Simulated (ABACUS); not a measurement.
Runs of ABACUS 3.10.1 on Hf. Symmetry: P6_3/mmc, No. 194, hexagonal system. The conventional cell has a = 3.197 Å, b = 3.197 Å, c = 5.058 Å, α = 90.00°, β = 90.00°, γ = 120.00°. Hf (site symmetry -6m2) is surrounded by 12 Hf at 3.13 to 3.20 Å. 

```tsv
task	level	potentials or basis	k mesh	cutoff (eV)	SCF threshold on the density	eigensolver	symmetry key	orbital files	path	mesh quality	gap on the mesh (eV)	pressure (GPa)
single point	PBEsol	SPMS ONCV 1.0 PBE, plane waves	8 × 8 × 4	816	1e-08	dav	1	-	-	not flagged	none	(a)
single point	PBE	PseudoDojo NC SR 0.5 PBE standard, DZP LCAO (the cutoffs set its grid)	9 × 9 × 5	1361	1e-07	genelpa	1	Hf Hf_confined-atom_8au_3s2p2d1f.orb	-	not flagged	none	0.8
single point	M06-L	SG15 ONCV 1.2 PBE, plane waves	6 × 6 × 3	939	1e-08	dav	1	-	-	coarse	none	-9.5
single point	PBE	PseudoDojo NC SR 0.4.1 PBE standard, plane waves	10 × 10 × 5	789	1e-08	dav	1	-	-	not flagged	none	0.6
```

Alike in all rows: no spin polarisation; cell as given; smearing fermi-dirac 0.05 eV.

Question: Fill in the values left out.

Answer: (a) -3.6.

Caveats: some runs use coarse meshes; the potentials were made for another functional, which shifts forces and pressure (some runs); the atomic orbitals were generated for these runs and aren't a published set (some runs); the basis of atomic orbitals isn't converged, which shifts pressures, moduli and gaps (some runs).

A k mesh can miss the band edges, and the runs leave out spin-orbit coupling on Hf.

A gap of «none» marks a metal or a gap under the smearing width.

Not every run made on this cell is shown here.
